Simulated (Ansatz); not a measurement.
Write the native input for Ansatz 0.2.0 that does the following.

```yaml
Task: band structure
Functional: LDA
Potentials_or_basis: Ansatz PAW
Cutoff: "420 eV (not typed: the program's choice for these potentials)"
k_mesh: 7 × 7 × 7
Occupations: fermi-dirac, width 0.05 eV
Spin: no spin polarisation
Path: "[[\"G\", \"X\", \"M\", \"G\", \"R\", \"X\"], [\"M\", \"R\"]]"
Points_for_each_segment_of_the_path: 14
```

The system is PbS.

```
CELL_PARAMETERS angstrom
3.65366 0.00000 0.00000
0.00000 3.65366 0.00000
0.00000 0.00000 3.65366
ATOMIC_POSITIONS crystal
Pb 0.00000 0.00000 0.00000
S 0.50000 0.50000 0.50000
```

Measurements of this composition are mostly on another form, of space group No. 225.

The input as run:

input.yaml

```yaml
crystal:
  lattice:
    - [3.653659, 0.0, 0.0]
    - [0.0, 3.653659, 0.0]
    - [0.0, 0.0, 3.653659]
  atoms:
    - { symbol: Pb, position: [0.0, 0.0, 0.0] }
    - { symbol: S, position: [0.5, 0.5, 0.5] }
hamiltonian:
  xc: lda
  pseudopotentials: { kind: paw }
kpoints:
  mp_grid: { grid: [7, 7, 7] }
  band_path:
    path:
      - [[0.0, 0.0, 0.0], [0.0, 0.5, 0.0], [0.5, 0.5, 0.0], [0.0, 0.0, 0.0], [0.5, 0.5, 0.5], [0.0, 0.5, 0.0]]
      - [[0.5, 0.5, 0.0], [0.5, 0.5, 0.5]]
    npoints: 14
scf:
  occupations: { method: fermi_dirac, width: 0.05 }
  n_extra_bands: 6
output:
  forces: true
  stress: true
  eigenvalues: true
  fatbands: true
```

Potentials or basis: Ansatz PAW.

Command:

```console
$ ansatz run input.yaml --threads 2 --pin off --max-ram 5632MiB --backend cpu --events-out ev --progress --plain --runs-dir out
```

Results of the run:

```yaml
Pressure: -5.3 GPa
Band_gap_on_the_k_mesh: none (metal or under the smearing width)
```

Caveat: spin-orbit coupling is left out, which moves the levels of the heavy elements; the PAW data sets come from PBE, with cores solved anew for the run's functional, which leaves a small shift of forces and pressure.

It took 0.95 s on 2 threads of Intel(R) Xeon(R) 6975P-C (Granite Rapids), with other jobs on the host, peak memory 0.36 GiB.
